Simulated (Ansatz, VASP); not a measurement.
**C: VASP beside Ansatz**

```
C
1.0
     0.00000    1.85474    1.92607
     1.85474    0.00000    1.92607
     1.85474    1.85474    0.00000
C
2
Direct
  0.50000 0.50000 0.50000
  0.75000 0.75000 0.75000
```

Change from the starting cell: strain +0.040 along x and y, +0.080 along z, atoms carried along.

Alike in both runs: task single point; functional PBE; k mesh 12 × 12 × 12; occupations gaussian, width 0.05 eV; no spin polarisation.

|  | VASP | Ansatz |
| --- | --- | --- |
| version | VASP 6.6.1 | Ansatz 0.2.0 |
| potentials or method | VASP PAW PBE potentials, release 64 (C) | scalar-relativistic, plane waves, PAW |
| plane-wave cutoff (eV) | 520 | 420 |
| valence electrons in the cell | 8 | 8 |

Ansatz gave:

| Quantity | Value |
| --- | --- |
| gap on the k mesh at the Fermi level (eV) | 3.39 |
| least direct gap on the mesh (eV) | 4.86 |
| pressure (GPa) | -49.2 |
| largest component of the traceless stress (GPa) | 20.32 |

Question: What did VASP give for the same quantities?

Answer: gap on the k mesh at the Fermi level (eV): 3.38; least direct gap on the mesh (eV): 4.86; pressure (GPa): -49.0; largest component of the traceless stress (GPa): 20.32.

The functional is the same, so the differences come from potentials, cutoffs and numerics.

Caveats: the cell as given lies far from equilibrium; so large a pressure means that the cell lies far from this level's equilibrium, or that cutoff or potentials fall short (VASP).
